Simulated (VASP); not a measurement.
**A VASP 6.6.1 single-point calculation on BP**

INCAR

```
ISMEAR = -1
EDIFF = 1E-7
PREC = Accurate
GGA = PE
LASPH = .TRUE.
NELM = 120
IBRION = -1
LCHARG = .FALSE.
ALGO = Normal
ISIF = 2
NBANDS = 11
SIGMA = 0.02
LREAL = .FALSE.
LWAVE = .FALSE.
NSW = 0
ENCUT = 520
```

KPOINTS

```
KPOINTS created by Atomic Simulation Environment
0
Monkhorst-Pack
10 10 10
0 0 0
```

POSCAR

```
B  P
 1.0000000000000000
     0.0000000000000000    2.2118346121000001    2.2683156724000000
     2.2118346121000001    0.0000000000000000    2.2683156724000000
     2.2118346121000001    2.2118346121000001    0.0000000000000000
 B   P
   1   1
Cartesian
  0.0000000000000000  0.0000000000000000  0.0000000000000000
  1.1059173060500000  1.1059173060500000  1.1341578362000000
```

The recommended PBE PAW datasets give the neutral cell 8 valence electrons.

Command

```
mpirun -np 1 vasp_std
```

OSZICAR

```
N       E                     dE             d eps       ncg     rms          rms(c)
DAV:   1     0.982159906241E+01    0.98216E+01   -0.40215E+03  6074   0.662E+02
DAV:   2    -0.130893534309E+02   -0.22911E+02   -0.21729E+02  8054   0.111E+02
DAV:   3    -0.137008661277E+02   -0.61151E+00   -0.60988E+00  7609   0.159E+01
DAV:   4    -0.137031639042E+02   -0.22978E-02   -0.22976E-02  6992   0.113E+00
DAV:   5    -0.137031748192E+02   -0.10915E-04   -0.10915E-04  7541   0.779E-02    0.776E+00
DAV:   6    -0.129977276143E+02    0.70545E+00   -0.15341E+00  6968   0.552E+00    0.417E+00
DAV:   7    -0.128904036187E+02    0.10732E+00   -0.28563E-01  7629   0.266E+00    0.140E+00
DAV:   8    -0.128820597704E+02    0.83438E-02   -0.28445E-02  7207   0.982E-01    0.210E-01
DAV:   9    -0.128823761253E+02   -0.31635E-03   -0.70227E-04  7150   0.184E-01    0.139E-01
DAV:  10    -0.128825647743E+02   -0.18865E-03   -0.23910E-04  6902   0.978E-02    0.300E-02
DAV:  11    -0.128825747148E+02   -0.99405E-05   -0.10850E-05  7632   0.219E-02    0.368E-02
DAV:  12    -0.128825756226E+02   -0.90786E-06   -0.44554E-06  6866   0.104E-02    0.165E-02
DAV:  13    -0.128825754938E+02    0.12884E-06   -0.13114E-07  5899   0.232E-03    0.699E-03
DAV:  14    -0.128825755494E+02   -0.55612E-07   -0.49087E-08  3643   0.123E-03
   1 F= -.12882576E+02 E0= -.12882576E+02  d E =-.261177E-10
```

From OUTCAR

```
k-points           NKPTS =    275   k-points in BZ     NKDIM =    275   number of bands    NBANDS=     11

   NELECT =       8.0000    total number of electrons

   dimension x,y,z NGX =    24 NGY =   24 NGZ =   24
   dimension x,y,z NGXF=    48 NGYF=   48 NGZF=   48

  energy-cutoff  :      520.00
  volume of cell :       22.19
      direct lattice vectors                 reciprocal lattice vectors
     0.000000000  2.211834612  2.268315672    -0.226056685  0.226056685  0.220427873
     2.211834612  0.000000000  2.268315672     0.226056685 -0.226056685  0.220427873
     2.211834612  2.211834612  0.000000000     0.226056685  0.226056685 -0.220427873

 k-points in reciprocal lattice and weights: KPOINTS created by Atomic Simulation Env
   0.05000000  0.05000000  0.05000000       0.002
   0.15000000  0.05000000  0.05000000       0.004
   0.25000000  0.05000000  0.05000000       0.004
   0.35000000  0.05000000  0.05000000       0.004
   0.45000000  0.05000000  0.05000000       0.004
  -0.45000000  0.05000000  0.05000000       0.004
  -0.35000000  0.05000000  0.05000000       0.004
  -0.25000000  0.05000000  0.05000000       0.004
   ...

 E-fermi :   8.4127

 k-point     1 :       0.0500    0.0500    0.0500
  band No.  band energies     occupation
      1      -7.8274      2.00000
      2       7.6070      2.00000
      3       7.9241      2.00000
      4       8.0550      2.00000
      5      11.6113      0.00000
      6      11.6274      0.00000
      7      11.7874      0.00000
      8      16.3294      0.00000
      9      19.7460      0.00000
     10      20.0881      0.00000
     11      20.4234      0.00000

 k-point     2 :       0.1500    0.0500    0.0500
  band No.  band energies     occupation
      1      -7.5792      2.00000
      2       6.3059      2.00000
      3       7.1713      2.00000
      4       7.8116      2.00000
      5      11.8679      0.00000
      6      12.1815      0.00000
      7      12.4969      0.00000
      8      16.8381      0.00000
      9      18.7262      0.00000
     10      19.9995      0.00000
     11      20.8418      0.00000

 k-point     3 :       0.2500    0.0500    0.0500
  band No.  band energies     occupation
      1      -6.9645      2.00000
      2       3.9025      2.00000
      3       6.5562      2.00000
      4       7.2653      2.00000
      5      12.3283      0.00000
      6      12.6444      0.00000
      7      13.1882      0.00000
      8      17.5308      0.00000
      9      18.2968      0.00000
     10      19.9626      0.00000
     11      21.7081      0.00000

 k-point     4 :       0.3500    0.0500    0.0500
  band No.  band energies     occupation
      1      -6.0175      2.00000
      2       1.5008      2.00000
      3       6.1459      2.00000
      4       6.7107      2.00000
      5      12.2760      0.00000
      6      12.9182      0.00000
      7      13.3369      0.00000
      8      18.1771      0.00000
      9      19.1796      0.00000
     10      20.7713      0.00000
     11      22.1505      0.00000

 k-point     5 :       0.4500    0.0500    0.0500
  band No.  band energies     occupation
      1      -4.8783      2.00000
      2      -0.5167      2.00000
      3       5.9536      2.00000
      4       6.3230      2.00000
      5      12.1289      0.00000
      6      12.9078      0.00000
      7      13.1521      0.00000
      8      18.4952      0.00000
      9      21.1157      0.00000
     10      22.0219      0.00000
     11      23.2632      0.00000

 ...

  Total        1.7540446      1.7540446      0.7442416      0.0000000      0.0000000      0.0000000
  in kB      126.6229472    126.6229472     53.7261535      0.0000000      0.0000000      0.0000000
  external PRESSURE =     102.3240159 kB  Pullay stress =       0.0000000 kB

 POSITION                                       TOTAL-FORCE (eV/Angst)
 -----------------------------------------------------------------------------------
      0.00000      0.00000      0.00000        -0.000000     -0.000000      0.000000
      1.10592      1.10592      1.13416         0.000000      0.000000     -0.000000
 -----------------------------------------------------------------------------------
    total drift:                               -0.000000     -0.000000      0.000000

  FREE ENERGIE OF THE ION-ELECTRON SYSTEM (eV)
  ---------------------------------------------------
  free  energy   TOTEN  =       -12.8825755494 eV

  energy  without entropy=      -12.8825755494  energy(sigma->0) =      -12.88257555
```

It converged. Results: gap between bands v and c on the k mesh 1.19 eV; least direct gap on the k mesh 3.52 eV; pressure 10.2 GPa. Band v is the last that the valence electrons fill when counted band by band, and c is the next.

The shifted mesh misses Γ, so a band edge there is missed.

For comparison, a separate PBE run of the intended cell, on usual settings and not on those above, gives a gap of 0.97 eV on its mesh and a pressure of 10.2 GPa.

The run above took about 16 s on one core of a shared host (Intel Xeon 6975P-C) and held 0.18 GiB at most.
